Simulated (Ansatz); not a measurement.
# Re (001): surface energy and levels, part 2 of 3

Aim: for Re, relax the bulk, then cut the (001) surface, relax it and get its surface energy and levels.

Ansatz 0.2.0; DFT PBE, scalar-relativistic, plane waves, PAW. Earlier steps stand in the parts before.

**4. Changing settings: preconditioner none**

The input, input.yaml:

```yaml
crystal:
  lattice:
    - [2.759999239, 0.0, 0.0]
    - [-1.3799996195, 2.3902294553, 0.0]
    - [0.0, 0.0, 4.4573987709]
  atoms:
    - { symbol: Re, position: [0.3333333333, 0.6666666667, 0.75] }
    - { symbol: Re, position: [0.6666666667, 0.3333333333, 0.25] }
basis:
  ecutwfc: 420
kpoints:
  mp_grid: { grid: [18, 18, 10] }
hamiltonian:
  xc: pbe
scf:
  occupations: { method: gaussian, width: 0.1 }
  mixing: { preconditioner: none }
output:
  forces: true
  eigenvalues: true
  stress: true
relax:
  adjacent_minimum: "off"
  f_tol: 0.005
  max_steps: 80
  cell: { stress_tol: 0.05 }
```

Run with:

```bash
> ansatz run input.yaml --threads 2 --pin off --max-ram 5632MiB --backend cpu --events-out ev --progress --plain --runs-dir out
```

The log of the run (excerpt; [...] marks lines left out):

```text
Warning: RAYON_NUM_THREADS=2 ignored (pool sized by the plan → 2); use --threads N
[...]
Pseudopotentials: kind: paw
Pseudopotential: Re, paw, valence charge 15, recommended cutoff 420 eV (normal), Re.paw.azcp
Functional definition: PBE
[...]
Crystal: 2 atoms, lattice volume = 29.406 Å³
Basis set: ecut = 420 eV, 573 PW (Γ), exchange–correlation on 40×40×60 points (8 copies of the dense FFT grid, shifted against one another)
[...]
--- Relaxed structure (4 steps of the walk, 3 accepted, 1 SCFs on fresh bases) ---
  F+E_penalty+E_count = -21736.15673005 eV   max|allowed force component| = 3.701e-17 eV/Å   (the final SCF, on the basis selected at the relaxed cell)
  cell:  # Å, volume = 29.9021 Å³
    - [2.7748915032398944, 0.0, 0.0]
    - [-1.3874457516199472, 2.4031265345513373, 0.0]
    - [0.0, 0.0, 4.484131472549132]
  atoms:
    - { symbol: Re, position: [0.3333333333333333, 0.6666666666666666, 0.75] }
    - { symbol: Re, position: [0.6666666666666665, 0.3333333333333333, 0.24999999999999997] }
```

Run time: 15 s. Hardware: 2 threads of Arm Neoverse V1, shared host; peak memory 0.39 GiB.

```csv
run,ending,energy change,pressure (GPa),gap (eV),force (eV/Å),cycles,time
step 3,converged,0,0.0,0.00,0.00,-,17 s
variant,converged,0.0 meV/atom,0.0,0.00,0.00,-,15 s
```

Same state: the changed mixing leaves the energy within 0.5 meV/atom.

**5. Bulk reference on the slab's mesh**

The input, input.yaml:

```yaml
crystal:
  lattice:
    - [2.7748915347, 0.0, 0.0]
    - [-1.3874457673, 2.4031265618, 0.0]
    - [0.0, 0.0, 4.4841313239]
  atoms:
    - { symbol: Re, position: [0.3333333333, 0.6666666667, 0.75] }
    - { symbol: Re, position: [0.6666666667, 0.3333333333, 0.25] }
basis:
  ecutwfc: 420
kpoints:
  mp_grid: { grid: [15, 15, 8] }
hamiltonian:
  xc: pbe
scf:
  occupations: { method: gaussian, width: 0.1 }
output:
  forces: true
  stress: true
  eigenvalues: true
```

Run with:

```bash
> ansatz run input.yaml --threads 2 --pin off --max-ram 5632MiB --backend cpu --events-out ev --progress --plain --runs-dir out
```

The log of the run (excerpt; [...] marks lines left out):

```text
Warning: RAYON_NUM_THREADS=2 ignored (pool sized by the plan → 2); use --threads N
[...]
[... 3 set-up lines as earlier in the session ...]
[...]
Crystal: 2 atoms, lattice volume = 29.902 Å³
Basis set: ecut = 420 eV, 579 PW (Γ), exchange–correlation on 40×40×60 points (8 copies of the dense FFT grid, shifted against one another)
[...]
--- Stress (GPa, compression-positive) ---
       -0.317132       0.000000       0.000000
        0.000000      -0.317132       0.000000
        0.000000       0.000000       0.617304
  P = ⅓ Tr σ = -0.0057 GPa (-0.057 kbar)
--- Band table (eV; the first three rows and the last of 135) ---
  k-point 0: bands = ["-56.2431", "-56.1286", "-18.7239", "-17.7209", "-17.7209", "-17.5545", "-17.5545", "-17.5384", "13.7903", "17.0328", "22.0018", "22.0131", "22.0131", "22.8287", "22.8287", "23.7442", "23.7442", "24.1122", "26.8492"]
[...]
```

It took 2.1 s on 2 threads of Arm Neoverse V1, shared host; peak memory 0.33 GiB.

**6. Variant: chi_scale 0.1**

Edit input.yaml of step 5 so:

```diff
@@ -16,5 +16,6 @@
   occupations: { method: gaussian, width: 0.1 }
+  initial_density: { chi_scale: 0.1 }
 output:
   forces: true
+  eigenvalues: true
   stress: true
-  eigenvalues: true
```

Run with:

```bash
> ansatz run input.yaml --threads 2 --pin off --max-ram 5632MiB --backend cpu --events-out ev --progress --plain --runs-dir out
```

The log of the run (excerpt; [...] marks lines left out):

```text
Warning: RAYON_NUM_THREADS=2 ignored (pool sized by the plan → 2); use --threads N
[...]
[... 3 set-up lines as earlier in the session ...]
[...]
Crystal: 2 atoms, lattice volume = 29.902 Å³
Basis set: ecut = 420 eV, 579 PW (Γ), exchange–correlation on 40×40×60 points (8 copies of the dense FFT grid, shifted against one another)
[...]
--- Stress (GPa, compression-positive) ---
       -0.316529       0.000000       0.000000
        0.000000      -0.316529       0.000000
        0.000000       0.000000       0.616339
  P = ⅓ Tr σ = -0.0056 GPa (-0.056 kbar)
--- Band table (eV; the first three rows and the last of 135) ---
  k-point 0: bands = ["-56.2431", "-56.1286", "-18.7239", "-17.7208", "-17.7208", "-17.5545", "-17.5545", "-17.5385", "13.7903", "17.0328", "22.0018", "22.0131", "22.0131", "22.8288", "22.8288", "23.7441", "23.7441", "24.1122", "26.8492"]
[...]
```

It took 2.1 s on 2 threads of Arm Neoverse V1, shared host; peak memory 0.32 GiB.

```csv
run,ending,energy change,pressure (GPa),gap (eV),force (eV/Å),cycles,time
step 5,converged,0,0.0,0.00,0.00,6,2.1 s
variant,converged,0.0 meV/atom,0.0,0.00,0.00,6,2.1 s
```

Energy and cycle count are those of the reference, so the change (start) left the result and the number of cycles as they were.

Bulk reference and slab share their plane, in-plane mesh and smearing. Its energy with the smearing taken to zero: -10868.0779 eV/atom.

**7. The (001) slab**

Planes are indexed in the bulk's conventional cell (P6_3/mmc (No. 194)), a = 2.775 Å, b = 2.775 Å, c = 4.484 Å, α = 90.00°, β = 90.00°, γ = 120.00°.

Cut from the relaxed bulk: a (001) slab, 11.2 Å thick as cut, with 15 Å of vacuum; its outer planes are Re (top) and Re (bottom).

The slab as cut. Its planes from the bottom up:

```csv
plane,atoms per cell,height over the lowest (Å)
1,Re,0.00
2,Re,2.24
3,Re,4.48
4,Re,6.73
5,Re,8.97
6,Re,11.21
```

**8. The slab as cut, atoms at the bulk's places**

A dipole layer in the vacuum cancels the field that periodic copies would set up if the slab's two faces differ.

The input, input.yaml:

```yaml
crystal:
  lattice:
    - [2.7748915347, 0.0, 0.0]
    - [-1.3874457673, 2.4031265618, 0.0]
    - [0.0, 0.0, 26.2103283098]
  atoms:
    - { symbol: Re, position: [0.3333333333, 0.6666666667, 0.28614674] }
    - { symbol: Re, position: [0.6666666667, 0.3333333333, 0.371688044] }
    - { symbol: Re, position: [0.3333333333, 0.6666666667, 0.457229348] }
    - { symbol: Re, position: [0.6666666667, 0.3333333333, 0.542770652] }
    - { symbol: Re, position: [0.3333333333, 0.6666666667, 0.628311956] }
    - { symbol: Re, position: [0.6666666667, 0.3333333333, 0.71385326] }
basis:
  ecutwfc: 420
kpoints:
  mp_grid: { grid: [15, 15, 1] }
hamiltonian:
  xc: pbe
scf:
  occupations: { method: gaussian, width: 0.1 }
output:
  forces: true
  eigenvalues: true
  write_density: true
  write_potential: true
  elf: true
  volumetric_format: npy
efield:
  axis: 3
  dipole_correction: true
  ramp_width: 0.04
```

Run with:

```bash
> ansatz run input.yaml --threads 2 --pin off --max-ram 5632MiB --backend cpu --events-out ev --progress --plain --runs-dir out
```

The log of the run (excerpt; [...] marks lines left out):

```text
Warning: RAYON_NUM_THREADS=2 ignored (pool sized by the plan → 2); use --threads N
[...]
[... 3 set-up lines as earlier in the session ...]
[...]
Crystal: 6 atoms, lattice volume = 174.781 Å³
Basis set: ecut = 420 eV, 3435 PW (Γ), exchange–correlation on 40×40×360 points (8 copies of the dense FFT grid, shifted against one another)
Bands: 54, of which v1, the nominal top of the filled ones, is band 45 counted from 1 (44 counted from 0)
Symmetry: 6 space group operations
k-points: 27 of 225 (time reversal used)
[...]
WARN: The output density's exchange-correlation potential varies sharply where the density is thin. Do not read a vacuum level from v_tot or v_xc, or from such a field of the output density. On a cell that repeats whose density bears no net charge and no dipole along the vacuum's axis use [...]
Dipole field:    D = 0.000004 V/Å  (p = 0.000004 e·Å, saw-weighted, corrected)
Work function:   Φ+ = 5.0322 eV   Φ− = 5.0323 eV
Levels:          The Fermi level and band energies are counted from a zero that moves with the ramp; work functions are not
[...]
--- Forces (eV/Å), atoms counted from 1 ---
  atom   1  Re     0.00000000     0.00000000     1.15997073
  atom   2  Re    -0.00000000    -0.00000000    -1.37985888
  atom   3  Re     0.00000000     0.00000000     0.44496838
  atom   4  Re     0.00000000    -0.00000000    -0.44496847
  atom   5  Re     0.00000000     0.00000000     1.37985795
  atom   6  Re    -0.00000000    -0.00000000    -1.15996996
[...]
--- Band table (eV; the first three rows and the last of 27) ---
[...]
```

It took 20 s on 2 threads of Arm Neoverse V1, shared host; peak memory 0.49 GiB.

This gives work function 5.03 eV.

Density in a lattice plane of the grid's cell (edges 2.77 and 26.21 Å, at 0.333 of the third edge), which holds Re.

Values in e/Å³, 12 rows by 6 columns:
```
0.00 0.00 0.00 0.00 0.00 0.00
0.00 0.00 0.00 0.00 0.00 0.00
0.22 0.18 0.22 0.45 0.72 0.45
0.36 0.34 0.36 0.41 0.44 0.41
0.35 0.31 0.35 0.48 0.58 0.47
0.35 0.32 0.36 0.44 0.51 0.44
0.35 0.33 0.35 0.42 0.46 0.41
0.36 0.32 0.36 0.53 0.69 0.53
0.22 0.26 0.22 0.18 0.17 0.18
0.00 0.00 0.00 0.00 0.00 0.00
0.00 0.00 0.00 0.00 0.00 0.00
0.00 0.00 0.00 0.00 0.00 0.00
```
Columns run along the first of these edges and rows up along the second, over one cell in 6 and 12 even steps from the bottom left corner. Atoms in the plane (fractional): Re at (0.67, 0.37), Re at (0.67, 0.54), Re at (0.67, 0.71).

ELF in the same plane.

Ten even steps from '0' (0.00) to '9' (0.73):
```
000000
000000
000000
111000
363343
344989
333454
323565
454969
545434
464454
353575
343797
343454
323676
111121
000000
000000
000000
000000
```
Columns run along the first of these edges and rows up along the second, over one cell in 6 and 20 even steps from the bottom left corner. Atoms in the plane (fractional): Re at (0.67, 0.37), Re at (0.67, 0.54), Re at (0.67, 0.71).

Both are smooth fields of the valence electrons: close to the nuclei they are not physical.

Maxima of ELF outside the ion cores: 0.57 outside the outer layer, 1.8 Å from Re; 0.52 between the atoms, 1.6 Å from Re; 0.46 beside Re, off the lines to its neighbours, 1.4 Å from Re.

(Part 2 of 3 ends here.)
